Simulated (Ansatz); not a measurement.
An Ansatz (a program for electronic structure) run: CsPbI3 with a change (isotropic strain +0.24 %); r2SCAN (Ansatz; PAW; 500 eV plane waves; no SOC).

Input:

Ansatz 0.2 input:
```yaml
crystal:
  lattice:
    - [6.3478711246, 0, 0]
    - [0, 6.3478711246, 0]
    - [0, 0, 6.3478711246]
  atoms:
    - { symbol: Cs, position: [0, 0, 0] }
    - { symbol: Pb, position: [0.5, 0.5, 0.5] }
    - { symbol: I, position: [0, 0.5, 0.5] }
    - { symbol: I, position: [0.5, 0.5, 0] }
    - { symbol: I, position: [0.5, 0, 0.5] }
basis: { ecutwfc: 500, ecutrho_ratio: 4, xc_grid: 4, fft_grid_basis: typed }
kpoints: { mp_grid: { grid: [5, 5, 5] } }
hamiltonian:
  xc: r2scan
  dispersion: none
  pseudopotentials: { kind: paw }
scf: { occupations: { method: fermi_dirac, width: 0.05 }, convergence: { dr2_threshold: 0.0000000005 } }
relax: { f_tol: 0.005, max_steps: 50 }
output: { forces: true, stress: true }
checkpoint: { write: state.ck, write_every: 1000 }
```

Output (explanatory and most iteration lines left out):

```
Relaxation: its limit of steps is 50 (relax.max_steps)
Pseudopotential: Cs, paw, valence charge 9
Pseudopotential: Pb, paw, valence charge 14
Pseudopotential: I, paw, valence charge 17
Crystal: 5 atoms, lattice volume = 255.790 Å³
Basis set: ecut = 500 eV, 6451 PW (Γ), exchange–correlation on 192×192×192 points (64 copies of the dense FFT grid, shifted against one another)
Bands: 45, of which v1, the nominal top of the filled ones, is band 37 counted from 1 (36 counted from 0)
Symmetry: 48 space group operations
Space group: Pm-3m (ITA 221), of the structure as read, at distance tolerance 6.3e-5 Å
k-points: 10 of 125
Functional: x = r2scan, c = r2scan; τ floored in thin density (d = 2e-4 eV/Å³)
SCF iter   1: F=—  HF=-40196.693243 eV  |F-HF|=—  |Δ(HF+E_count)|=         —  Δρ=3.12e-3  dr2=2.12e-2  dr2_τ=2.46e-3  ethr=1.77e-3  ⟨swp⟩=12.2  Hψ=2379  notcnv=0  defer=3
SCF iter   2: F=—  HF=-40196.702963 eV  |F-HF|=—  |Δ(HF+E_count)|=   9.72e-3  Δρ=1.29e-3  dr2=4.11e-3  dr2_τ=1.51e-4  ethr=2.87e-5  ⟨swp⟩=2.5  Hψ=816  notcnv=0  defer=19
SCF 1 converged in 8 iterations: F = -40196.702065 eV  dr2 = 1.47e-10
relax step   1: F+E_penalty+E_count = -40196.70206456 eV  Δ(F+E_penalty+E_count) = +0.000e0 eV  max|allowed force component| = 5.546e-29 eV/Å  Δτ_max = 0.0000 Å  (8 SCF iters, accepted)
Crystal: 5 atoms, lattice volume = 255.790 Å³
SCF iter   1: F=—  HF=-40196.702065 eV  |F-HF|=—  |Δ(HF+E_count)|=         —  Δρ=2.10e-7  dr2=1.47e-10  dr2_τ=3.31e-12  ethr=1.00e-12  ⟨swp⟩=2.6  Hψ=1712  notcnv=0  defer=9
SCF iter   2: F=-40196.702065 eV  HF=-40196.702065 eV  |F-HF|=5.09e-11  |Δ(HF+E_count)|=  4.37e-11  Δρ=1.07e-7  dr2=5.06e-11  dr2_τ=6.61e-13  ethr=1.00e-12  ⟨swp⟩=4.0  Hψ=1275  notcnv=0
SCF 2 converged in 2 iterations: F = -40196.702065 eV  dr2 = 5.06e-11
SCF converged after 2 iterations
Free energy (F): -40196.702065 eV
Internal energy: -40196.702065 eV  (E = F + TS)
E sigma→0 (E₀):  -40196.702065 eV
Fermi energy:    4.527273 eV
--- Forces (eV/Å), atoms counted from 1 ---
  atom   1  Cs    -0.00000000     0.00000000    -0.00000000
  atom   2  Pb     0.00000000     0.00000000     0.00000000
  atom   3  I      0.00000000     0.00000000     0.00000000
  atom   4  I      0.00000000    -0.00000000     0.00000000
  atom   5  I      0.00000000    -0.00000000    -0.00000000
--- Stress (GPa, compression-positive) ---
       -0.117125       0.000000       0.000000
        0.000000      -0.117125       0.000000
        0.000000       0.000000      -0.117125
  P = ⅓ Tr σ = -0.1171 GPa (-1.171 kbar)
--- Relaxed structure (1 steps of the walk, 1 accepted, 0 SCFs on fresh bases) ---
  atoms:
    - { symbol: Cs, position: [0.0, 0.0, 0.0] }
    - { symbol: Pb, position: [0.5, 0.5, 0.5] }
    - { symbol: I, position: [0.0, 0.5, 0.5] }
    - { symbol: I, position: [0.5, 0.5, 0.0] }
    - { symbol: I, position: [0.5, 0.0, 0.5] }
```

Spin-orbit coupling, missing from the scalar runs, can matter with I and Pb. Whether these cells are dynamically stable was not tested. The cell was made from CsPbI3 in the cubic perovskite structure (space group Pm-3m, No. 221) by this change: isotropic strain +0.24 %. Many cubic perovskites are stable only at high temperature; tilts and polar distortions were not tested. This is not the structure that CsPbI3 has at room temperature and ambient pressure.
